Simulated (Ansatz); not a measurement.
Crystal: SnO2.

```
Sn O
1.0
     5.17526    0.00000    0.00000
     0.00000    5.17526    0.00000
     0.00000    0.00000    5.17526
Sn O
4 8
Direct
  0.00000 0.00000 0.00000
  0.50000 0.00000 0.50000
  0.50000 0.50000 0.00000
  0.00000 0.50000 0.50000
  0.66110 0.83890 0.16110
  0.83890 0.16110 0.66110
  0.16110 0.66110 0.83890
  0.33890 0.33890 0.33890
  0.66110 0.66110 0.66110
  0.83890 0.33890 0.16110
  0.16110 0.83890 0.33890
  0.33890 0.16110 0.83890
```

Measurements of this composition are mostly on another form, of space group No. 136.

- Program: Ansatz 0.2.0
- Task: relaxation of cell and atoms
- Functional: revPBE
- Dispersion: D4
- Potentials or basis: Ansatz PAW
- Cutoff: 420 eV (not typed: the program's choice for these potentials)
- k mesh: 5 × 5 × 5
- Occupations: fermi-dirac, width 0.05 eV
- Spin: no spin polarisation

At the start: volume 11.55 Å³/atom.

How do energy, volume and symmetry change on relaxing?

It ends after 6 steps and the volume is 11.25 Å³/atom (-2.6 %); space group Pa-3 (No. 205, to 0.05 Å).

The path:
```
step  energy change (eV)  largest force (eV/Å)  volume (Å³)
   1              0.0000                0.0375       138.61
   2             -0.0763                0.0047       135.02
   3             -0.0760                0.0002       135.10
   4             -0.0596                0.0003       135.10
   5             -0.0602                0.0001       134.98
   6             -0.0596                0.0001       134.98
```

Final structure:
```cif
data_structure
_symmetry_space_group_name_H-M 'P 1'
_symmetry_Int_Tables_number 1
_cell_length_a 5.1297
_cell_length_b 5.1297
_cell_length_c 5.1297
_cell_angle_alpha 90.000
_cell_angle_beta 90.000
_cell_angle_gamma 90.000
_cell_volume 134.98
loop_
_atom_site_label
_atom_site_type_symbol
_atom_site_fract_x
_atom_site_fract_y
_atom_site_fract_z
_atom_site_occupancy
Sn1 Sn 0.00000 0.00000 0.00000 1
Sn2 Sn 0.50000 0.00000 0.50000 1
Sn3 Sn 0.50000 0.50000 0.00000 1
Sn4 Sn 0.00000 0.50000 0.50000 1
O1 O 0.65899 0.84101 0.15899 1
O2 O 0.84101 0.15899 0.65899 1
O3 O 0.15899 0.65899 0.84101 1
O4 O 0.34101 0.34101 0.34101 1
O5 O 0.65899 0.65899 0.65899 1
O6 O 0.84101 0.34101 0.15899 1
O7 O 0.15899 0.84101 0.34101 1
O8 O 0.34101 0.15899 0.84101 1
```

Caveat: the plane-wave basis is chosen anew once the cell has moved, so the energies of steps on either side of that aren't comparable; the pressure holds a Pulay correction of +0.8 GPa for the finite cutoff; the PAW data sets come from PBE, with cores solved anew for the run's functional, which leaves a small shift of forces and pressure.
